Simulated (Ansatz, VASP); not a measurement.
Given: the input of a run of Ansatz 0.2.0 on AlN.

The input input.yaml:

```yaml
crystal:
  lattice:
    - [0.0, 2.034518, 2.034518]
    - [2.034518, 0.0, 2.034518]
    - [2.034518, 2.034518, 0.0]
  atoms:
    - { symbol: Al, position: [0.5, 0.5, 0.5] }
    - { symbol: "N", position: [0.0, 0.0, 0.0] }
hamiltonian:
  xc: r2scan
  pseudopotentials: { kind: paw }
kpoints:
  mp_grid: { grid: [11, 11, 11] }
scf:
  occupations: { method: fermi_dirac, width: 0.05 }
output:
  forces: true
  stress: true
  eigenvalues: true
```

Potentials or basis: Ansatz PAW.

The run is started by

```sh
$ ansatz run input.yaml --threads 2 --pin off --max-ram 5632MiB --backend cpu --events-out ev --progress --plain --runs-dir out
```

Question: Set up the same calculation for VASP 6.6.1. Potentials there: VASP PAW PBE potentials, release 64 (Al, N).

Answer: As run (the cutoff follows the program's own potentials):

Contents of POSCAR:

```
AlN
1.0
    0.0000000000      2.0345180000      2.0345180000
    2.0345180000      0.0000000000      2.0345180000
    2.0345180000      2.0345180000      0.0000000000
Al N
1 1
Direct
    0.5000000000      0.5000000000      0.5000000000
    0.0000000000      0.0000000000      0.0000000000
```

INCAR.step1

```
PREC = Accurate ; ENCUT = 520
ISMEAR = -1 ; SIGMA = 0.05
LREAL = F ; LASPH = T
NELM = 100 ; NBANDS = 11
GGA = PE ; ALGO = Normal
EDIFF = 1E-4 ; LWAVE = T
LCHARG = F
```

The input INCAR.step2:

```
PREC = Accurate ; ENCUT = 520
EDIFF = 1E-7 ; ISMEAR = -1
SIGMA = 0.05 ; LREAL = F
LASPH = T ; NELM = 100
ALGO = Normal ; ISIF = 2
LWAVE = F ; LCHARG = F
METAGGA = R2SCAN ; LMIXTAU = T
NBANDS = 11 ; ISTART = 1
```

Contents of KPOINTS:

```
regular mesh
0
Gamma
  11 11 11
```

Potentials or basis: VASP PAW PBE potentials, release 64 (Al, N).

Launch:

```console
$ cat potpaw_PBE.64/Al/POTCAR potpaw_PBE.64/N/POTCAR > POTCAR
$ cp INCAR.step1 INCAR
$ mpirun -np 1 vasp_std > vasp.out
$ cp INCAR.step2 INCAR
$ mpirun -np 1 vasp_std > vasp.out
```

Both were run:

|  | VASP | Ansatz | Ansatz less VASP |
| --- | --- | --- | --- |
| gap on the k mesh at the Fermi level (eV) | 5.42 | 5.42 | -0.004 |
| least direct gap on the mesh (eV) | 6.23 | 6.19 | -0.047 |
| pressure (GPa) | -6.9 | -6.1 | +0.79 |

With one functional, cell and mesh, what is left measures potentials, basis and numerics.

Caveats: the PAW data sets were made with another functional, which shifts forces and pressure a little (VASP); an odd mesh through Γ misses points on the zone boundary, where band edges often lie (VASP); odd divisions of the mesh miss points on the zone boundary, where band edges often lie, so the gap on the mesh can be too wide (Ansatz); the PAW data sets come from PBE, with cores solved anew for the run's functional, which leaves a small shift of forces and pressure (Ansatz). r2SCAN opens gaps a little over a GGA but as a rule still falls short of measured ones.
